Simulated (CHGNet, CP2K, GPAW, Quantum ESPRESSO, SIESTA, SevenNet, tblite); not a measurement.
**Other levels on I4/m (COD entry) Ti5Te4, size series (72 atoms)**

The cell holds 72 atoms: 40 Ti and 32 Te. Cell: a = 10.164 Å, b = 10.164 Å, c = 15.088 Å, α = 90.0°, β = 90.0°, γ = 90.0°. It derives from Ti5Te4 (I4/m (measured, COD)), repeated 1×1×4. I4/m (COD entry) Ti5Te4 (cell 10.16, 10.16, 3.772, 90, 90, 90), 1 x 1 x 4 conventional cells; every coordinate displaced by a Gaussian of 0.05 Å. Then every atom was moved at random, 0.05 Å r.m.s. a Cartesian component.

Geometry: as built.

The reference, a calculation:

| Property | Result |
| --- | --- |
| method | Kohn-Sham DFT, PBE, SSSP efficiency 1.3.0 pseudopotentials, plane waves (Quantum ESPRESSO 7.5); sssp-pbe-1.3.0-efficiency, cutoffs 45/360 Ry, Γ point |
| r.m.s. force component | 0.703 eV/Å |
| longest force | 2.806 eV/Å |
| pressure | 1.668 GPa |
| time | 6 min on 4 MPI ranks of Arm Neoverse V1, shared host |
| CPU time | 24 min |

**Question.** The same geometry is run in other programs. How far does each lie from the reference, and what does it cost?
- SIESTA PBE, DZP, shift 0.01 Ry, mesh 200 Ry (SIESTA 5.4.2; 2 MPI ranks)
- CHGNet r2SCAN potential (CHGNet r2SCAN; 1 thread)
- SevenNet l3i5 potential (SevenNet l3i5; 1 thread)
- CP2K PBE, DZVP-MOLOPT-SR, 400/50 Ry, diagonalisation (CP2K 2026.2; 4 MPI ranks)
- CHGNet 0.3.0 potential (CHGNet 0.3.0; 1 thread)
- SIESTA PBE, DZP, shift 0.01 Ry, mesh 500 Ry (SIESTA 5.4.2; 2 MPI ranks)
- CP2K PBE, SZV-MOLOPT-SR, 800/50 Ry, diagonalisation (CP2K 2026.2; 2 threads)
- CP2K PBE, DZVP-MOLOPT-SR, 800/50 Ry, diagonalisation (CP2K 2026.2; 4 MPI ranks)

Differences are against the plane-wave reference, forces as r.m.s. over components; share is that over the reference's r.m.s. force, slope the least-squares factor from reference forces to these. Total energies of different programs have different zeros and aren't compared.

| run | Δ force, r.m.s. (meV/Å) | share (%) | slope | Δ pressure (GPa) | cores | CPU time | memory (GiB) |
| --- | --- | --- | --- | --- | --- | --- | --- |
| reference | - | - | - | - | 4 | 24 min | 3.9 |
| SIESTA PBE, DZP, shift 0.01 Ry, mesh 200 Ry | 97.1 | 13.8 | 1.060 | -0.291 | 2 | 5.8 min | 1.2 |
| CHGNet r2SCAN potential | 538 | 76.6 | 0.243 | -1.25 | 1 | 4.4 s | 0.83 |
| SevenNet l3i5 potential | 199 | 28.3 | 0.769 | -0.478 | 1 | 11 s | 0.99 |
| CP2K PBE, DZVP-MOLOPT-SR, 400/50 Ry, diagonalisation (coarse) | 28.6 | 4.06 | 1.013 | 1.01 | 4 | 14 min | 4.9 |
| CHGNet 0.3.0 potential | 351 | 49.9 | 0.524 | -1.45 | 1 | 4 s | 0.83 |
| SIESTA PBE, DZP, shift 0.01 Ry, mesh 500 Ry | 97.3 | 13.8 | 1.061 | -0.382 | 2 | 17 min | 3.0 |
| CP2K PBE, SZV-MOLOPT-SR, 800/50 Ry, diagonalisation (coarse) | 415 | 59.0 | 1.054 | 5.17 | 2 | 8.8 min | 6.9 |
| CP2K PBE, DZVP-MOLOPT-SR, 800/50 Ry, diagonalisation | 24.9 | 3.54 | 1.015 | 1.02 | 4 | 16 min | 9.7 |

Rows marked coarse were listed beforehand as settings not expected to be converged; some can still land near the reference.

Times of the machine-learned potentials are mostly Python's start and the loading of weights.

CPU time is summed over cores on a shared host, where runs went side by side, so it is rough. Symmetry, cutoffs, thresholds, outputs and thread counts weren't matched or tuned between programs; memory under MPI is the largest rank's times the ranks.

The PBE runs in local orbitals, coarse settings apart, differ by 3.5 % (CP2K PBE, DZVP-MOLOPT-SR, 800/50 Ry, diagonalisation) to 14 % (SIESTA PBE, DZP, shift 0.01 Ry, mesh 500 Ry); basis, grid and potentials can all enter. Machine-learned potentials differ by 28 % (SevenNet l3i5 potential) to 77 % (CHGNet r2SCAN potential); they were trained on other programs' data, some at another functional. Among those trained on PBE data the slope goes as low as 0.52, which softening far from their training structures can give, though the reference's k-sampling is untested too. Runs with settings chosen to be coarse differ by 4.1 % (CP2K PBE, DZVP-MOLOPT-SR, 400/50 Ry, diagonalisation) to 59 % (CP2K PBE, SZV-MOLOPT-SR, 800/50 Ry, diagonalisation), their programs' other errors included. Of the electronic-structure runs that take under half the reference's CPU time, SIESTA PBE, DZP, shift 0.01 Ry, mesh 200 Ry comes nearest, at 14 % in 5.8 min against 24 min. Machine-learned potentials mimic data converged in k, so the reference's own k-point error enters their differences. The runs have no spin polarisation, so any moments at edges, vacancies or dangling bonds can't form. The electronic-structure runs sample only Γ, in a cell whose shortest periodic width is 10 Å, which is coarse for a cell with partly filled levels.

[Hosts, paths, dates, database ids (printed as entryN), source tags and the programs' standing remarks are cut or masked in the printed files.]
